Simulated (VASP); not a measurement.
# Te (P3_121) in VASP: a series of runs, part 2 of 2

VASP 6.6.1. Earlier steps stand in the parts before.

### 3 Dielectric tensor, LDA

File INCAR:

```
ALGO     = Fast           # electronic algorithm
EDIFF    = 1E-8           # SCF threshold, eV
ENCUT    = 600            # plane-wave cutoff, eV
ISIF     = 2              # what is computed and relaxed
ISMEAR   = 0              # smearing method
KPAR     = 2            
LASPH    = T              # aspherical terms in the spheres
LCHARG   = F              # write CHGCAR
LEPSILON = T              # dielectric tensor by DFPT
LREAL    = F              # projectors in reciprocal space
LWAVE    = F              # write WAVECAR
NELM     = 80             # most SCF steps
PREC     = Accurate       # precision mode
SIGMA    = 0.03           # smearing width, eV
```

File KPOINTS:

```
k-points
0
Gamma
  12 12 8
```

File POSCAR:

```
Te                                      
1.0
    4.2739597169     -0.0000000000      0.0000000000
   -2.1369798584      3.7013576896     -0.0000000000
    0.0000000000     -0.0000000000      5.9388579282
  Te            
     3
Direct
     0.2872397253372516    0.0000000000000000    0.3333333332999970
     0.0000000000000000    0.2872397253372587    0.6666666667000030
     0.7127602746627415    0.7127602746627415    0.0000000000000000
```

Potentials or basis: VASP PAW LDA potentials, release 64 (Te).

Command:

```bash
> cat potpaw_LDA.64/Te/POTCAR > POTCAR
> mpirun -np 2 vasp_std > vasp.out
```

OUTCAR:

```text
EDIFF = 1E-8
   ENCUT = 600
   ISIF = 2
   ISMEAR = 0
   LASPH = T
   LEPSILON = T
   LREAL = F
   NELM = 80
   PREC = Accurate

 ion  position               nearest neighbor table
   1  0.287  0.000  0.333-   3 2.91   2 2.91   3 3.31   3 3.31   2 3.31   2 3.31
   2  0.000  0.287  0.667-   3 2.91   1 2.91   3 3.31   3 3.31   1 3.31   1 3.31
   3  0.713  0.713  0.000-   2 2.91   1 2.91   2 3.31   1 3.31   1 3.31   2 3.31

  LATTYP: Found a hexagonal cell.
 ALAT       =     4.2739597169
 C/A-ratio  =     1.3895446662

  Lattice vectors:

 A1 = (   4.2739597169,   0.0000000000,   0.0000000000)
 A2 = (  -2.1369798584,   3.7013576896,   0.0000000000)
 A3 = (   0.0000000000,   0.0000000000,   5.9388579282)

Analysis of symmetry for initial positions (statically):
=====================================================================
 Subroutine PRICEL returns:
 Original cell was already a primitive cell.

 Routine SETGRP: Setting up the symmetry group for a
 hexagonal supercell.

 Subroutine GETGRP returns: Found  6 space group operations
 (whereof  2 operations were pure point group operations)
 out of a pool of 24 trial point group operations.

The static configuration has the point symmetry C_2 .
 The point group associated with its full space group is D_3 .

Analysis of symmetry for dynamics (positions and initial velocities):
=====================================================================
 Subroutine PRICEL returns:
 Original cell was already a primitive cell.

 Routine SETGRP: Setting up the symmetry group for a
 hexagonal supercell.

 Subroutine GETGRP returns: Found  6 space group operations
 (whereof  2 operations were pure point group operations)
 out of a pool of 24 trial point group operations.

The dynamic configuration has the point symmetry C_2 .
 The point group associated with its full space group is D_3 .

 Subroutine INISYM returns: Found  6 space group operations
 (whereof  2 operations are pure point group operations),
 and found     1 'primitive' translations

----------------------------------------------------------------------------------------

                                     Primitive cell

  volume of cell :      93.9495

  direct lattice vectors                    reciprocal lattice vectors
     4.273959717  0.000000000  0.000000000     0.233975064  0.135085566  0.000000000
    -2.136979858  3.701357690  0.000000000     0.000000000  0.270171133  0.000000000
     0.000000000  0.000000000  5.938857928     0.000000000  0.000000000  0.168382543

  length of vectors
     4.273959717  4.273959717  5.938857928     0.270171133  0.270171133  0.168382543

  position of ions in fractional coordinates (direct lattice)
     0.287239725  0.000000000  0.333333333
     0.000000000  0.287239725  0.666666667
     0.712760275  0.712760275  0.000000000

[... 510 lines left out ...]
     13      10.4403      0.00000

 [... further k-points ...]

  FORCE on cell =-STRESS in cart. coord.  units (eV):
  Direction    XX          YY          ZZ          XY          YZ          ZX
  --------------------------------------------------------------------------------------
  -------------------------------------------------------------------------------------
  Total        0.0011095      0.0011095     -0.0163416      0.0000000      0.0000000      0.0000000
  in kB        0.0189212      0.0189212     -0.2786835      0.0000000      0.0000000      0.0000000
  external PRESSURE =      -0.0802804 kB  Pullay stress =       0.0000000 kB

 VOLUME and BASIS-vectors are now :
 -----------------------------------------------------------------------------
  energy-cutoff  :      600.00
  volume of cell :       93.95
      direct lattice vectors                 reciprocal lattice vectors
     4.273959717  0.000000000  0.000000000     0.233975064  0.135085566  0.000000000
    -2.136979858  3.701357690  0.000000000     0.000000000  0.270171133  0.000000000
     0.000000000  0.000000000  5.938857928     0.000000000  0.000000000  0.168382543

 POSITION                                       TOTAL-FORCE (eV/Angst)
 -----------------------------------------------------------------------------------
      1.22765      0.00000      1.97962         0.006837     -0.000000     -0.000000
     -0.61383      1.06318      3.95924        -0.003419      0.005921      0.000000
      1.52315      2.63818      0.00000        -0.003419     -0.005921      0.000000
 -----------------------------------------------------------------------------------
    total drift:                                0.000000     -0.000000      0.000000

  FREE ENERGIE OF THE ION-ELECTRON SYSTEM (eV)
  ---------------------------------------------------
  free  energy   TOTEN  =       -11.4130998281 eV

  energy  without entropy=      -11.4130361062  energy(sigma->0) =      -11.41306797

 HEAD OF MICROSCOPIC STATIC DIELECTRIC TENSOR (INDEPENDENT PARTICLE, excluding Hartree and local field effects)
 ------------------------------------------------------
        1891.271618     0.000000     0.000000
           0.000000  1891.271618    -0.000000
          -0.000000     0.000000   156.374912
 ------------------------------------------------------

 Free energy of the ion-electron system (eV)
  ---------------------------------------------------
  ---------------------------------------------------
  free energy    TOTEN  =      -489.65916513 eV

  energy without entropy =     -489.65916513

------------------------ aborting loop because EDIFF is reached ----------------------------------------

--------------------------------------- Ionic step        2  -------------------------------------------

------------------------ aborting loop because EDIFF is reached ----------------------------------------

--------------------------------------- Ionic step        3  -------------------------------------------

 Free energy of the ion-electron system (eV)
  ---------------------------------------------------
  ---------------------------------------------------
  free energy    TOTEN  =       -40.36166228 eV

  energy without entropy =      -40.36166228

------------------------ aborting loop because EDIFF is reached ----------------------------------------

 PIEZOELECTRIC TENSOR FIELD DIRECTION 3  (e Angst)
 -----------------------------------------------------------------------------
     0.00741  0.00001 -0.00000           (  0.00001  0.00000  0.00000)
    -0.00001  0.00741 -0.00000           (  0.00000  0.00001  0.00000)
    -0.00000 -0.00000  0.02394           ( -0.00000 -0.00000 -0.00002)

 PIEZOELECTRIC TENSOR FIELD DIRECTION 3  (C/m^2)
 -----------------------------------------------------------------------------
     0.00126  0.00000 -0.00000
    -0.00000  0.00126 -0.00000
    -0.00000 -0.00000  0.00408

 MACROSCOPIC STATIC DIELECTRIC TENSOR (including local field effects in DFT)
 ------------------------------------------------------
        1885.429422     0.000000     0.000000
           0.000000  1885.429422     0.000000
          -0.000000     0.000000   151.615444
 ------------------------------------------------------

 PIEZOELECTRIC TENSOR (including local field effects)  for field in x, y, z        (e  Angst)
          XX          YY          ZZ          XY          YZ          ZX
  --------------------------------------------------------------------------------
  x    -7.23776     7.23776    -0.00000     0.00000   -14.19547     0.00000
  y     0.00000     0.00000     0.00000     7.23776     0.00000    14.21238
  z     0.00000     0.00000     0.00000    -0.00001    -0.00000    -0.00000

 PIEZOELECTRIC TENSOR (including local field effects)  for field in x, y, z        (C/m^2)
          XX          YY          ZZ          XY          YZ          ZX
  --------------------------------------------------------------------------------
  x    -1.23430     1.23430    -0.00000     0.00000    -2.42084     0.00000
  y     0.00000     0.00000     0.00000     1.23430     0.00000     2.42372
  z     0.00000     0.00000     0.00000    -0.00000    -0.00000    -0.00000

 BORN EFFECTIVE CHARGES (including local field effects) (in |e|, cummulative output)
 ---------------------------------------------------------------------------------
 ion    1
    1     1.23241    -0.00000     0.00000
    2    -0.00000    -1.23241     5.16481
    3     0.00000     5.34850     0.00000
 ion    2
    1    -0.61620    -1.06730    -4.47286
    2    -1.06730     0.61620    -2.58241
    3    -4.63194    -2.67425     0.00000
 ion    3
    1    -0.61620     1.06730     4.47286
    2     1.06730     0.61620    -2.58241
    3     4.63194    -2.67425     0.00000
```

It took 10 min on 2 MPI ranks of Intel Xeon 6975P-C (Granite Rapids), shared host; peak memory 1.7 GiB.

Results:

```yaml
Band_gap_on_the_k_mesh: none (metal or under the smearing width)
Electronic_dielectric_tensor_diagonal: 1885.43, 1885.43, 151.62
Born_charges_mean_of_the_diagonal: Te +0.00 e
```

Electronic dielectric tensor:
```
1885.43    0.00    0.00
   0.00 1885.43    0.00
   0.00    0.00  151.62
```

Born effective charge tensors (e):
atom 1, Te
```
 1.23  0.00  0.00
 0.00 -1.23  5.16
 0.00  5.35  0.00
```
atom 2, Te
```
-0.62 -1.07 -4.47
-1.07  0.62 -2.58
-4.63 -2.67  0.00
```
atom 3, Te
```
-0.62  1.07  4.47
 1.07  0.62 -2.58
 4.63 -2.67  0.00
```

The run has no spin-orbit coupling, so splittings on Te are missing.

### 4 Phonons, r2SCAN

This run uses another cell than the first one, of 36.20 Å³/atom, 1.155 times its volume.

File POSCAR:

```
Te
1.0
    4.6058161816      0.0000000000      0.0000000000
   -2.3029080908      3.9887538185      0.0000000000
   -0.0000000000      0.0000000000      5.9109543555
  Te
     3
Direct
     0.2551234121295233    1.0000000000000000    0.3333333332999970
     0.0000000000000000    0.2551234121295233    0.6666666667000030
     0.7448765878704767    0.7448765878704767    0.0000000000000000
```

File INCAR.step1:

```
SYSTEM = Te
  PREC = Accurate
  ENCUT = 600
  EDIFF = 1E-8
  ISMEAR = 0
  SIGMA = 0.03
  LREAL = .False.
  LASPH = .True.
  NELM = 80
  ALGO = Normal
  ISIF = 3
  LWAVE = .False.
  LCHARG = .False.
  METAGGA = R2SCAN
  LMIXTAU = .True.
  KPAR = 2
  IBRION = 2
  NSW = 40
  EDIFFG = -0.002
```

File INCAR.step2:

```
SYSTEM = Te
  PREC = Accurate
  ENCUT = 600
  EDIFF = 1E-8
  ISMEAR = 0
  SIGMA = 0.03
  LREAL = .False.
  LASPH = .True.
  NELM = 80
  ALGO = Normal
  ISIF = 2
  LWAVE = .False.
  LCHARG = .False.
  METAGGA = R2SCAN
  LMIXTAU = .True.
  KPAR = 2
  IBRION = 6
  NFREE = 2
  POTIM = 0.015
  NSW = 1
```

File KPOINTS:

```
regular mesh
0
Gamma
  9 9 6
  0 0 0
```

Potentials or basis: VASP PAW PBE potentials, release 64 (Te).

Command:

```bash
> cat potpaw_PBE.64/Te/POTCAR > POTCAR
> cp INCAR.step1 INCAR
> mpirun -np 2 vasp_std > vasp.out
> cp CONTCAR POSCAR
> cp INCAR.step2 INCAR
> mpirun -np 2 vasp_std > vasp.out
```

OUTCAR:

```text
SYSTEM = Te
   PREC = Accurate
   ENCUT = 600
   EDIFF = 1E-8
   ISMEAR = 0
   LREAL = .False.
   LASPH = .True.
   NELM = 80
   ISIF = 2
   METAGGA = R2SCAN
   IBRION = 6
   NFREE = 2
   POTIM = 0.015
   NSW = 1

 ion  position               nearest neighbor table
   1  0.255  0.000  0.333-   3 2.83   2 2.83   3 3.61   3 3.61   2 3.61   2 3.61
   2  0.000  0.255  0.667-   3 2.83   1 2.83   3 3.61   3 3.61   1 3.61   1 3.61
   3  0.745  0.745  0.000-   1 2.83   2 2.83   1 3.61   2 3.61   2 3.61   1 3.61

  LATTYP: Found a hexagonal cell.
 ALAT       =     4.6061773918
 C/A-ratio  =     1.2834047952

  Lattice vectors:

 A1 = (   4.6061773918,   0.0000000000,   0.0000000000)
 A2 = (  -2.3030886959,   3.9890666357,   0.0000000000)
 A3 = (   0.0000000000,   0.0000000000,   5.9115901522)

Analysis of symmetry for initial positions (statically):
=====================================================================
 Subroutine PRICEL returns:
 Original cell was already a primitive cell.

 Routine SETGRP: Setting up the symmetry group for a
 hexagonal supercell.

 Subroutine GETGRP returns: Found  6 space group operations
 (whereof  2 operations were pure point group operations)
 out of a pool of 24 trial point group operations.

The static configuration has the point symmetry C_2 .
 The point group associated with its full space group is D_3 .

Analysis of symmetry for dynamics (positions and initial velocities):
=====================================================================
 Subroutine PRICEL returns:
 Original cell was already a primitive cell.

 Routine SETGRP: Setting up the symmetry group for a
 hexagonal supercell.

 Subroutine GETGRP returns: Found  6 space group operations
 (whereof  2 operations were pure point group operations)
 out of a pool of 24 trial point group operations.

The dynamic configuration has the point symmetry C_2 .
 The point group associated with its full space group is D_3 .

 Subroutine INISYM returns: Found  6 space group operations
 (whereof  2 operations are pure point group operations),
 and found     1 'primitive' translations

----------------------------------------------------------------------------------------

                                     Primitive cell

  volume of cell :     108.6216

  direct lattice vectors                    reciprocal lattice vectors
     4.606177392  0.000000000  0.000000000     0.217099759  0.125342604  0.000000000
    -2.303088696  3.989066636  0.000000000     0.000000000  0.250685208  0.000000000
     0.000000000  0.000000000  5.911590152     0.000000000  0.000000000  0.169159224

  length of vectors
     4.606177392  4.606177392  5.911590152     0.250685208  0.250685208  0.169159224

  position of ions in fractional coordinates (direct lattice)
     0.255153192  0.000000000  0.333333333
[... 126 lines left out ...]
  ext. energy  EPLUGINS =         0.00000000
  ---------------------------------------------------
  free energy    TOTEN  =       -76.24790891 eV

  energy without entropy =      -76.24790891  energy(sigma->0) =      -76.24790891

------------------------ aborting loop because EDIFF is reached ----------------------------------------

  FORCE on cell =-STRESS in cart. coord.  units (eV):
  Direction    XX          YY          ZZ          XY          YZ          ZX
  --------------------------------------------------------------------------------------
  -------------------------------------------------------------------------------------
  Total       -0.0016649     -0.0016649     -0.0037658      0.0000000      0.0000000     -0.0000000
  in kB       -0.0245578     -0.0245578     -0.0555459      0.0000000      0.0000000     -0.0000000
  external PRESSURE =      -0.0348871 kB  Pullay stress =       0.0000000 kB
[... 209 lines left out ...]
--------------------------------------- Ionic step        7  -------------------------------------------

 number of electron      17.9999999 magnetization

 Free energy of the ion-electron system (eV)
  ---------------------------------------------------
  ext. energy  EPLUGINS =         0.00000000
  ---------------------------------------------------
  free energy    TOTEN  =       -76.24726471 eV

  energy without entropy =      -76.24726471  energy(sigma->0) =      -76.24726471

 E-fermi :   5.1000     XC(G=0):  -9.1633

 val. band max:        4.9561183618   @ k =   0.3333   0.3333   0.5000
 cond. band min:       5.4785023624   @ k =   0.3333   0.3333   0.5000
 fundamental gap:      0.5223840006
 Fermi energy:         5.0999525199

 k-point     1 :       0.0000    0.0000    0.0000
  band No.  band energies     occupation
      1      -8.8910      2.00000
      2      -5.4984      2.00000
      3      -5.4556      2.00000
      4       1.7841      2.00000
      5       2.0180      2.00000
      6       2.0228      2.00000
      7       3.3139      2.00000
      8       3.3175      2.00000
      9       4.3178      2.00000
     10       6.1893      0.00000
     11       6.2293      0.00000
     12       6.7492      0.00000
     13      10.4142      0.00000
[... 354 lines left out ...]
  band No.  band energies     occupation
      1      -8.3429      2.00000
      2      -6.3367      2.00000
      3      -4.8703      2.00000
      4       0.3239      2.00000
      5       0.7456      2.00000
      6       1.7197      2.00000
      7       3.0744      2.00000
      8       3.7678      2.00000
      9       4.3599      2.00000
     10       6.1570      0.00000
     11       6.7523      0.00000
     12       7.0350      0.00000
     13       9.4189      0.00000

 [... further k-points ...]

------------------------ aborting loop because EDIFF is reached ----------------------------------------

  FORCE on cell =-STRESS in cart. coord.  units (eV):
  Direction    XX          YY          ZZ          XY          YZ          ZX
  --------------------------------------------------------------------------------------
  -------------------------------------------------------------------------------------
  Total        0.0007455     -0.0004647     -0.0014821      0.0479093      0.0008762      0.1157780
  in kB        0.0109959     -0.0068542     -0.0218614      0.7066661      0.0129246      1.7077341
  external PRESSURE =      -0.0059066 kB  Pullay stress =       0.0000000 kB
[... 18 lines left out ...]
  FREE ENERGIE OF THE ION-ELECTRON SYSTEM (eV)
  ---------------------------------------------------
  free  energy   TOTEN  =       -76.2472647051 eV

  energy  without entropy=      -76.2472647051  energy(sigma->0) =      -76.24726471

 INTERNAL STRAIN TENSORS FROM DISPLACED ATOMS
 ============================================

 INTERNAL STRAIN TENSOR FOR ION    1 for displacements in x,y,z  (eV/Angst):
          X           Y           Z          XY          YZ          ZX
  --------------------------------------------------------------------------------
  x    -9.10318    -3.23044    -7.49475     0.00000    -3.66703     0.00000
  y     0.00000    -0.00000     0.00000    -2.93678    -0.00000    -3.66578
  z    -0.00000     0.00000     0.00000    -3.19339     0.00000    -7.71433

 INTERNAL STRAIN TENSOR FOR ION    3 for displacements in x,y,z  (eV/Angst):
          X           Y           Z          XY          YZ          ZX
  --------------------------------------------------------------------------------
  x     4.55189     1.61492     3.74738     2.54314     1.83257     3.17521
  y     2.79747     7.88376     6.49064     1.46809    -3.17520     1.83384
  z     2.76555    -2.76555     0.00000     1.59669     6.68080     3.85717

 Eigenvectors and eigenvalues of the dynamical matrix
 ----------------------------------------------------

   1 f  =    4.268316 THz    26.818620 2PiTHz  142.375695 cm-1    17.652328 meV
             X         Y         Z           dx          dy          dz
      1.175281  0.000000  1.970530    -0.197714   -0.113874   -0.374338
     -0.587640  1.017823  3.941060     0.000238    0.228162   -0.375695
      1.715448  2.971244  0.000000     0.197474   -0.114287    0.750034
[... 43 lines left out ...]
   9 f/i=    0.001252 THz     0.007869 2PiTHz    0.041773 cm-1     0.005179 meV
             X         Y         Z           dx          dy          dz
      1.175281  0.000000  1.970530     0.000000   -0.000293   -0.577350
     -0.587640  1.017823  3.941060     0.000254    0.000147   -0.577350
      1.715448  2.971244  0.000000    -0.000254    0.000147   -0.577350

 ELASTIC MODULI CONTR FROM IONIC RELAXATION (kBar)
 Direction    XX          YY          ZZ          XY          YZ          ZX
 --------------------------------------------------------------------------------
 XX        -307.1481   -130.4738   -265.9290      0.0000   -123.8427      0.0000
 YY        -130.4738   -307.1481   -265.9290      0.0000    123.8427     -0.0000
 ZZ        -265.9290   -265.9290   -323.1933      0.0000     -0.0000     -0.0000
 XY          -0.0000     -0.0000     -0.0000    -88.3372      0.0000   -123.8430
 YZ        -123.8427    123.8427     -0.0000      0.0000   -212.0113      0.0000
 ZX           0.0000     -0.0000     -0.0000   -123.8430      0.0000   -212.0122
 --------------------------------------------------------------------------------
```

Wall time 61 min (2 MPI ranks of Intel Xeon Platinum 8259CL at 2.50GHz (Skylake/Cascade Lake), shared host); peak memory 0.76 GiB.

What came out:

```yaml
Highest_phonon_frequency_at_Γ: 142 cm⁻¹
```

Phonon frequencies in cm⁻¹ (negative: imaginary):
| q point | frequencies |
| --- | --- |
| (0.000, 0.000, 0.000) | 0 0 0 82 88 88 128 142 142 |

Caveat: the PAW data sets were made with another functional, which shifts forces and pressure a little. The run has no spin-orbit coupling, so splittings on Te are missing.
